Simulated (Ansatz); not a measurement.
A run of Ansatz 0.2.0 is set up as follows.

The input run.py:

```python
import json

import ase.io
import numpy as np
import spglib

import ansatz as az

atoms = ase.io.read("Pd.cif")
cell, frac, numbers = spglib.find_primitive((atoms.cell[:], atoms.get_scaled_positions(), atoms.numbers), symprec=1e-5)
atoms = ase.Atoms(numbers, cell=cell, scaled_positions=frac, pbc=True)

calculation = (
    az.Crystal.from_ase(atoms)
    .calculation()
    .kpoints(9, 9, 9)
    .functional("r2scan0", dispersion="d3bj")
    .pseudopotentials(kind="paw")
    .occupations(method="methfessel_paxton", width=0.05)
    .forces()
    .stress()
    .band_table(publish=True)
)
outcome = calculation.run(threads=2, events_out="events.jsonl")

report = outcome.report
for line in open("events.jsonl"):
    event = json.loads(line)
    if event["event"] == "scf_iter":
        d = event["data"]
        print(f"SCF {d['iter']:3d}  HF = {d['harris_foulkes_ev']:.6f} eV  dr2 = {d['dr2_ev']:.2e} eV")
    elif event["event"] in ("relax_step", "md_step"):
        d = event["data"]
        print(f"{event['event']} {d['step']:3d}  E = {d['lagrangian_ev']:.6f} eV")
np.set_printoptions(precision=5, suppress=True, linewidth=110)
print("converged:", report["converged"], "after", report["n_iterations"], "iterations")
print(f"free energy {report['free_energy_ev']:.6f} eV, Fermi level {report['fermi_energy_ev']:.4f} eV")
for key in ("band_edges_ev", "magnetization_mub", "site_moments_mub", "site_moments_nc_mub", "forces_ev_ang",
                "stress_gpa"):
    if report.get(key) is not None:
        print(key, np.array(report[key]), sep="\n")
```

The input Pd.cif:

```cif
data_Pd
_cell_length_a 3.14456200
_cell_length_b 3.14456200
_cell_length_c 3.14456200
_cell_angle_alpha 90.00000000
_cell_angle_beta 90.00000000
_cell_angle_gamma 90.00000000
_space_group_name_H-M_alt 'Im-3m'
_space_group_name_Hall '-I 4 2 3'
_space_group_IT_number 229
loop_
_space_group_symop_operation_xyz
'x,y,z'
'-x,-y,-z'
'-y,x,z'
'y,-x,-z'
'-x,-y,z'
'x,y,-z'
'y,-x,z'
'-y,x,-z'
'x,-y,-z'
'-x,y,z'
'-y,-x,-z'
'y,x,z'
'-x,y,-z'
'x,-y,z'
'y,x,-z'
'-y,-x,z'
'z,x,y'
'-z,-x,-y'
'z,-y,x'
'-z,y,-x'
'z,-x,-y'
'-z,x,y'
'z,y,-x'
'-z,-y,x'
'-z,x,-y'
'z,-x,y'
'-z,-y,-x'
'z,y,x'
'-z,-x,y'
'z,x,-y'
'-z,y,x'
'z,-y,-x'
'y,z,x'
'-y,-z,-x'
'x,z,-y'
'-x,-z,y'
'-y,z,-x'
'y,-z,x'
'-x,z,y'
'x,-z,-y'
'-y,-z,x'
'y,z,-x'
'-x,-z,-y'
'x,z,y'
'y,-z,-x'
'-y,z,x'
'x,-z,y'
'-x,z,-y'
'x+1/2,y+1/2,z+1/2'
'-x+1/2,-y+1/2,-z+1/2'
'-y+1/2,x+1/2,z+1/2'
'y+1/2,-x+1/2,-z+1/2'
'-x+1/2,-y+1/2,z+1/2'
'x+1/2,y+1/2,-z+1/2'
'y+1/2,-x+1/2,z+1/2'
'-y+1/2,x+1/2,-z+1/2'
'x+1/2,-y+1/2,-z+1/2'
'-x+1/2,y+1/2,z+1/2'
'-y+1/2,-x+1/2,-z+1/2'
'y+1/2,x+1/2,z+1/2'
'-x+1/2,y+1/2,-z+1/2'
'x+1/2,-y+1/2,z+1/2'
'y+1/2,x+1/2,-z+1/2'
'-y+1/2,-x+1/2,z+1/2'
'z+1/2,x+1/2,y+1/2'
'-z+1/2,-x+1/2,-y+1/2'
'z+1/2,-y+1/2,x+1/2'
'-z+1/2,y+1/2,-x+1/2'
'z+1/2,-x+1/2,-y+1/2'
'-z+1/2,x+1/2,y+1/2'
'z+1/2,y+1/2,-x+1/2'
'-z+1/2,-y+1/2,x+1/2'
'-z+1/2,x+1/2,-y+1/2'
'z+1/2,-x+1/2,y+1/2'
'-z+1/2,-y+1/2,-x+1/2'
'z+1/2,y+1/2,x+1/2'
'-z+1/2,-x+1/2,y+1/2'
'z+1/2,x+1/2,-y+1/2'
'-z+1/2,y+1/2,x+1/2'
'z+1/2,-y+1/2,-x+1/2'
'y+1/2,z+1/2,x+1/2'
'-y+1/2,-z+1/2,-x+1/2'
'x+1/2,z+1/2,-y+1/2'
'-x+1/2,-z+1/2,y+1/2'
'-y+1/2,z+1/2,-x+1/2'
'y+1/2,-z+1/2,x+1/2'
'-x+1/2,z+1/2,y+1/2'
'x+1/2,-z+1/2,-y+1/2'
'-y+1/2,-z+1/2,x+1/2'
'y+1/2,z+1/2,-x+1/2'
'-x+1/2,-z+1/2,-y+1/2'
'x+1/2,z+1/2,y+1/2'
'y+1/2,-z+1/2,-x+1/2'
'-y+1/2,z+1/2,x+1/2'
'x+1/2,-z+1/2,y+1/2'
'-x+1/2,z+1/2,-y+1/2'
loop_
_atom_site_label
_atom_site_type_symbol
_atom_site_symmetry_multiplicity
_atom_site_Wyckoff_symbol
_atom_site_fract_x
_atom_site_fract_y
_atom_site_fract_z
_atom_site_occupancy
Pd1 Pd 2 a 0.0000000000 0.0000000000 0.0000000000 1
```

Potentials or basis: Ansatz PAW.

The run is started by

```sh
$ python run.py
```

Predict the band gap on the k mesh.

none (metal or under the smearing width).

What does it give for the pressure?

-12.2 GPa.

Caveat: the pressure holds a Pulay correction of +0.5 GPa for the finite cutoff; the PAW data sets were made with another functional, which shifts forces and pressure a little; pairwise dispersion overbinds metals, which lowers pressure and volume; the dispersion damping was fitted for another functional or another form of the correction; the thresholds are loose for stress.
